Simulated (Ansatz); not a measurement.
(001) slab of diamond, 13.3 Å thick as cut, ended by H

The calculation used DFT, PBEsol, PAW, plane waves in Ansatz.

Command:

```sh
ansatz run in.yaml --threads 8 --pin off --max-ram 118750MiB --runs-dir r --events-out ev --progress --plain --backend cuda --devices 0,
```

The input less its lattice and atoms:

```yaml
kpoints:
  mp_grid: { grid: [6, 6, 1] }
hamiltonian:
  xc: pbesol
scf:
  occupations: { method: fermi_dirac, width: 0.01 }
relax:
  f_tol: 0.03
  max_steps: 80
  escape_saddle: false
  adjacent_minimum: "off"
output:
  forces: true
  eigenvalues: true
  populations: true
```

Start:

```xyz
20
Lattice="1.7769 1.7769 0.0000 -1.7769 1.7769 0.0000 0.0000 0.0000 28.8268" Properties=species:S:1:pos:R:3 pbc="T T T"
C     1.7557    1.7690    7.7760
C    -1.7719    1.7737   11.2922
C    -0.0119    3.5370   14.8854
C     1.7589    1.7922   18.3818
C     0.8808    0.9095    8.6388
C     0.8531    0.8846   12.2040
C    -0.8772    2.6719   15.7161
C    -0.8644    2.6881   19.3020
C     0.8878    2.6538   10.4407
C     0.8486    2.6785   13.9713
C    -0.8759    0.8962   17.4990
C    -0.9008    0.9043   21.0557
C    -0.0136    1.7423    9.5213
C     0.0077    1.7863   13.0950
C    -0.0027    1.7641   16.6344
C     0.0192    1.7671   20.1956
H     0.6780    2.8691    7.0564
H    -0.6551    0.6567    7.0845
H     1.5547    1.9786   21.7531
H     0.2223    3.3167   21.7164
```

Steps:

| step | energy less the first (eV) | largest force component (eV/Å) |
| --- | --- | --- |
| start | 0.000 | 11.340 |
| 1 | -4.023 | 4.607 |
| 2 | -5.411 | 1.183 |
| 3 | -5.692 | 0.596 |
| 4 | -5.935 | 1.391 |
| 5 | -6.268 | 1.445 |
| 6 | -6.337 | 0.809 |
| 7 | -6.405 | 0.197 |
| 8 | -6.406 | 0.018 |

A structure on the way, about -5.41 eV from the start:

```xyz
20
Lattice="1.7769 1.7769 0.0000 -1.7769 1.7769 0.0000 0.0000 0.0000 28.8268" Properties=species:S:1:pos:R:3 pbc="T T T"
C     0.0011    3.5455    7.7941
C     0.0078    3.5346   11.3063
C     0.0040    0.0045   14.8532
C     1.7740    1.7743   18.4045
C    -0.8789    2.6470    8.6326
C    -0.8883    2.6538   12.1928
C     0.8925    0.8984   15.7412
C    -0.8896    2.6611   19.2878
C     0.8947    2.6437   10.4162
C    -0.8883    0.8917   13.9670
C    -0.8836    0.8919   17.5147
C     0.8735    2.6614   21.0286
C     0.0086    1.7520    9.5327
C     0.0083    1.7732   13.0800
C     0.0005    1.7820   16.6274
C    -0.0057    1.7651   20.1885
H     0.5216    3.0282    7.0737
H    -0.5422    0.5474    7.0965
H     1.3872    2.1452   21.7610
H     0.3191    3.2154   21.7211
```

End:

```xyz
20
Lattice="1.7769 1.7769 0.0000 -1.7769 1.7769 0.0000 0.0000 0.0000 28.8268" Properties=species:S:1:pos:R:3 pbc="T T T"
C     1.7476    1.8006    7.7921
C     0.0710    3.4772   11.3021
C     0.0712    3.4767   14.8552
C     0.0714    3.4767   18.4091
C    -0.8102    2.5815    8.6291
C    -0.8172    2.5884   12.1901
C    -0.8172    2.5882   15.7434
C    -0.8127    2.5839   19.2950
C     0.9598    2.5884   10.4129
C     0.9597    2.5883   13.9668
C     0.9594    2.5885   17.5199
C     0.8595    2.6888   21.0298
C     0.0757    1.6956    9.5271
C     0.0713    1.6999   13.0786
C     0.0713    1.6998   16.6319
C     0.0784    1.6930   20.1929
H     0.2299    3.3183    6.7413
H     1.0349    2.5133    7.5129
H     1.1193    2.4293   22.0803
H     0.1469    3.4016   21.3093
```

The run converged.

Time: 20 s of wall time on one NVIDIA GB300 with 8 processor threads, on a host shared with other runs; peak host memory 1.5 GiB.

(1) How much energy did the relaxation gain, and which atom moved most?

## Answers

(1) 6.41 eV in 8 steps, from a start with small random displacements; atom 17 (H) moved 0.71 Å, the median atom 0.11 Å (drift of the whole cell removed).
